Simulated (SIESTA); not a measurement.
Crystal: GaN.

```
Ga N
1.0
     3.18000    0.00000    0.00000
    -1.59000    2.75396    0.00000
     0.00000    0.00000    5.16600
Ga N
2 2
Direct
  0.66667 0.33333 0.50000
  0.33333 0.66667 0.00000
  0.66667 0.33333 0.87500
  0.33333 0.66667 0.37500
```

Base run:

```yaml
Program: SIESTA 5.4.2
Functional: BLYP
Potentials_or_basis: PseudoDojo 0.4 standard (PBE files)
Basis: DZP (energy shift 0.003 Ry; two zetas on semicore shells)
Grid_cutoff: 800 Ry
Energy_shift: 0.003 Ry
k_mesh: 10 × 10 × 5
Occupations: fermi-dirac, width 0.05 eV
Spin: no spin polarisation
```

Its results: band gap on the k mesh 2.12 eV, direct; pressure 15.8 GPa; largest force 0.121 eV/Å.

**Question.** After a change of settings the same cell gave: band gap on the k mesh 2.16 eV, direct; pressure 14.1 GPa; largest force 0.138 eV/Å. Which change was it?
A. functional from BLYP to RPBE
B. functional from BLYP to AM05; potentials or basis from PseudoDojo 0.4 standard (PBE files) to PseudoDojo 0.4 standard (PBEsol files)
C. functional from BLYP to LDA; potentials or basis from PseudoDojo 0.4 standard (PBE files) to PseudoDojo 0.4 standard (LDA files)
D. functional from BLYP to revPBE

**Answer.** A.

Caveats: the potentials were made for another functional, which shifts forces and pressure; the basis of atomic orbitals isn't converged, which shifts pressures, moduli and gaps.
